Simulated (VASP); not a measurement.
Something may be wrong with this VASP 6.6.1 calculation of Na.

INCAR

```
AEXX = 0.1 ; ALGO = Normal
EDIFF = 1E-7 ; ENCUT = 550
HFRCUT = -1 ; ISIF = 2
ISMEAR = -5 ; ISPIN = 2
LASPH = T ; LCHARG = F
LHFCALC = T ; LMIXTAU = T
LORBIT = 11 ; LREAL = F
LWAVE = F ; METAGGA = TPSS
NEDOS = 2001 ; NELM = 98
NUPDOWN = 60 ; PREC = Accurate
PRECFOCK = Normal ; SIGMA = 0.1
```

The input KPOINTS:

```
k-points
0
Gamma
  5 5 2
```

The input POSCAR:

```
Na
3.7004
    0.999995438655      0.000000000000      0.000000000000
   -0.499997719328      0.866021453546      0.000000000000
    0.000000000000      0.000000000000      3.388099000108
Na
4
Direct
    0.7113190000      0.3663010000      0.7508750000
   -0.0168340000     -0.0554720000      0.5075790000
    0.2951110000      0.6661780000      0.2545730000
   -0.0527240000     -0.0366720000     -0.0055580000
```

Potentials or basis: VASP PAW PBE potentials, release 64 (Na_sv_GW).

Run with:

```sh
$ cat potpaw_PBE.64/Na_sv_GW/POTCAR > POTCAR
$ mpirun -np 1 vasp_std > vasp.out
```

OUTCAR:

```text
AEXX = 0.1
   EDIFF = 1E-7
   ENCUT = 550
   ISIF = 2
   ISMEAR = -5
   ISPIN = 2
   LASPH = T
   LHFCALC = T
   LORBIT = 11
   LREAL = F
   METAGGA = TPSS
   NELM = 98
   NUPDOWN = 60
   PREC = Accurate
   PRECFOCK = Normal

 ion  position               nearest neighbor table
   1  0.711  0.366  0.751-
   2  0.983  0.945  0.508-
   3  0.295  0.666  0.255-
   4  0.947  0.963  0.994-

  LATTYP: Found a hexagonal cell.
 ALAT       =     3.7003831212
 C/A-ratio  =     3.3881144545

  Lattice vectors:

 A1 = (   3.7003831212,   0.0000000000,   0.0000000000)
[... 151 lines left out ...]
   EDIFFG = 0.1E-05   stopping-criterion for IOM
   NSW    =      0    number of steps for IOM
   IBRION =     -1    ionic relax: 0-MD 1-quasi-New 2-CG
   NFREE  =      0    steps in history (QN), initial steepest desc. (CG)
   ISIF   =      2    stress and relaxation
   ISYM   =      3    0-nonsym 1-usesym 2-fastsym
   POTIM  = 0.5000    time-step for ionic-motion
   TEBEG  =    0.0;   TEEND  =   0.0 temperature during run
   PSTRESS=    0.0 pullay stress
   NELECT =      36.0000    total number of electrons
   NUPDOWN=      60.0000    fix difference up-down
   EMIN   =  10.00;   EMAX   =-10.00  energy-range for DOS
   EFERMI =   0.00;   METHOD = LEGACY
   ISMEAR =    -5;   SIGMA  =   0.10  broadening in eV -4-tet -1-fermi 0-gaus
   EFERMI_NEDOS =   21; number of points for ismear=-14 and -15
   IALGO  =     38    algorithm
   IMIX   =      1    mixing-type and parameters
     AMIX     =   0.40;   BMIX     =  1.00
     AMIX_MAG =   1.60;   BMIX_MAG =  1.00
  volume/ion in A,a.u.               =      37.17       250.82
  Fermi-wavevector in a.u.,A,eV,Ry     =   1.020390  1.928257 14.166320  1.041195
  Thomas-Fermi vector in A             =   2.153957
   LORBIT       =     11    0 simple, 1 ext, 2 COOP (PROOUT), +10 PAW based schemes
   METAGGA = TPSS    functional components
   LHFCALC =     T    Hartree Fock is set to
   PRECFOCK=normal    Normal, Fast or Accurate (Low or Medium for compatibility)
   ENCUT4O =  -1.0   cutoff for four orbital integrals eV
   NKREDX  =     1    reduce k-point grid by
   NKREDY  =     1    reduce k-point grid by
   NKREDZ  =     1    reduce k-point grid by
   AEXX    =    0.1000 exact exchange contribution
   HFSCREEN=    0.0000 screening length (either q_TF or 0.3 A-1)
   HFSCREENC=   0.0000 screening length for correlation (either q_TF or 0.3 A-1)
   ENCUTFOCK=  -1.0 apply spherical cutoff to Coloumb kernel
   IVDW    =     0    specifies the selected vdW correction
   LEPSILON=     F    determine dielectric tensor
   LRPA    =     F    only Hartree local field effects (RPA)
 spin polarized calculation
 Fermi weights with tetrahedron method with Bloechl corrections
  energy-cutoff  :      550.00
  volume of cell :      148.67
 maximum number of plane-waves:      4379
  NGX = 24; NGY = 24; NGZ = 80
```

On the terminal:

```text
POSCAR found type information on POSCAR Na
 POSCAR found :  1 types and       4 ions
[... 34 lines left out ...]
 WAVECAR not read
 entering main loop
```

**Question.** What happened, and what is wrong with the input?

**Answer.** The run was cut off at its time limit. The input holds a flaw that was put in on purpose: moment fixed beyond the electrons at hand (ISPIN = 2; NUPDOWN = 60).
